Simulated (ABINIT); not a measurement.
The system is MgS (Niningerite).

```xyz
2
Lattice="0.0000 2.6016 2.6016 2.6016 0.0000 2.6016 2.6016 2.6016 0.0000" Properties=species:S:1:pos:R:3 pbc="T T T"
S     2.6016    2.6016    2.6016
Mg    0.0000    0.0000    0.0000
```

Base run:

```yaml
Program: ABINIT 10.8.3 (patched build)
Functional: PBE
Potentials_or_basis: PseudoDojo NC SR PBE v0.4.1 standard
Cutoff: 1088 eV
k_mesh: 7 × 7 × 7
Occupations: fermi-dirac, width 0.05 eV
Spin: no spin polarisation
```

Its results: band gap on the k mesh 3.00 eV, indirect (least direct gap 3.71 eV).

**Question.** The run is repeated on the same cell with these changes: functional from PBE to LDA; potentials or basis from PseudoDojo NC SR PBE v0.4.1 standard to JTH PAW LDA v2.0; cutoff from 1088 eV to 408 eV. What comes out?

**Answer.** Band gap on the k mesh 2.79 eV, indirect (least direct gap 3.47 eV).

Caveats: an odd mesh through Γ misses points on the zone boundary, where band edges often lie.
